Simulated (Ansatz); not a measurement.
Take SrF₂ in the fluorite structure (space group Fm-3m, No. 225) as the base.

```yaml
crystal:
  lattice:
    - [0.00000, 2.92864, 2.92864]
    - [2.92864, 0.00000, 2.92864]
    - [2.92864, 2.92864, 0.00000]
  atoms:
    - { symbol: Sr, position: [0.00000, 0.00000, 0.00000] }
    - { symbol: F, position: [0.25000, 0.25000, 0.25000] }
    - { symbol: F, position: [0.75000, 0.75000, 0.75000] }
```

Cartesian axes are those of the cell as printed.

The values are results of Ansatz (an electronic-structure program), PBE, PAW, cutoff 420 eV, no spin-orbit coupling, not measurements.

Base values:

| Quantity | Result |
|---|---|
| Band gap | 6.78 eV |

Now apply this change: uniaxial stress, 3 GPa tension along z; all other stress components relax to zero.

Problem. Predict the new strain response.

Solution. The strain response (xx, yy, zz) is (−0.77, −0.77, +3.16) %.

Problem. What happens to the band gap?

Solution. The band gap drops by 0.168 eV, from 6.78 eV to 6.62 eV.

Problem. What happens to the energy relative to the base?

Solution. The energy goes up by 4.9 meV/atom.

Stability under load was not tested beyond the relaxation.
